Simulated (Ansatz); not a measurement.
**Calculated O-17 NMR of the central transition for SiO2**

Cell: an entry of the Crystallography Open Database (COD), its atoms then relaxed with PBE in this cell.

```cif
data_SiO2
_symmetry_space_group_name_H-M 'P2_13'
_symmetry_Int_Tables_number 198
_cell_length_a 7.1600
_cell_length_b 7.1600
_cell_length_c 7.1600
_cell_angle_alpha 90.000
_cell_angle_beta 90.000
_cell_angle_gamma 90.000
loop_
_atom_site_label
_atom_site_type_symbol
_atom_site_symmetry_multiplicity
_atom_site_Wyckoff_symbol
_atom_site_fract_x
_atom_site_fract_y
_atom_site_fract_z
Si1 Si 4 a 0.2807 0.2807 0.2807
Si5 Si 4 a 0.0206 0.0206 0.0206
O9 O 4 a 0.1505 0.1505 0.1505
O13 O 12 b 0.6398 0.6616 0.0434
```

One atom of each set is listed.

Level of theory: DFT, r2SCAN, plane waves and PAW, scalar-relativistic, 500 eV cutoff, Γ-centred 4×4×4 k-points, Fermi–Dirac smearing 0.02 eV (Ansatz 0.2.0).

O-17 has I = 5/2 and Q = -25.58 mb (Pyykkö 2018); at 14.1 T its Larmor frequency is ν₀ = 81.4 MHz. Only the quadrupole interaction is simulated: positions count from each site's isotropic chemical shift, and J coupling is left out, as are shift anisotropy and dipolar coupling, which fast spinning averages.

Simulated pattern of one O site (fast magic-angle spinning, Gaussian broadening 0.2 kHz):

| offset (kHz) | height |
| --- | --- |
| -8.074 | 0 |
| -7.884 | 0 |
| -7.694 | 3 |
| -7.505 | 4 |
| -7.315 | 4 |
| -7.125 | 4 |
| -6.936 | 5 |
| -6.746 | 5 |
| -6.557 | 5 |
| -6.367 | 5 |
| -6.177 | 5 |
| -5.988 | 5 |
| -5.798 | 5 |
| -5.608 | 5 |
| -5.419 | 6 |
| -5.229 | 6 |
| -5.039 | 11 |
| -4.850 | 66 |
| -4.660 | 70 |
| -4.470 | 48 |
| -4.281 | 41 |
| -4.091 | 37 |
| -3.902 | 35 |
| -3.712 | 33 |
| -3.522 | 33 |
| -3.333 | 32 |
| -3.143 | 32 |
| -2.953 | 32 |
| -2.764 | 33 |
| -2.574 | 33 |
| -2.384 | 35 |
| -2.195 | 37 |
| -2.005 | 39 |
| -1.816 | 43 |
| -1.626 | 50 |
| -1.436 | 63 |
| -1.247 | 100 |
| -1.057 | 66 |
| -0.867 | 3 |
| -0.678 | 0 |

Q: Which |C_Q| and η does the pattern imply?

A: The pattern spans 6.64 kHz before broadening and its centre of gravity is at -3.10 kHz, which fixes P_Q; the places of the horns and steps fix η. That gives P_Q = 6.48 MHz, |C_Q| = 6.48 MHz and η = 0.00, the values that the calculation gives site O9 (2 Si at 1.61 Å, angle 180°). The other sites have |C_Q| = 5.91 MHz. The sign of C_Q can't be read from the pattern.

An axis of threefold or higher order runs through O9, so V_zz lies along it and η is zero.

The largest force is 0.3 eV/Å, so the atoms aren't at the calculated equilibrium and relaxing them would move these values. The database positions were far from equilibrium, so the relaxed structure may not be the compound's real one.

The run took 18 s of wall time (62 s of CPU time) and 1.6 GiB at its peak, on 4 threads of Intel Xeon 6975P-C (Granite Rapids) (x86_64; 16 cores open to the job, memory cap 8.0 GiB, no GPU), a shared host with a load of 0.6 a core.
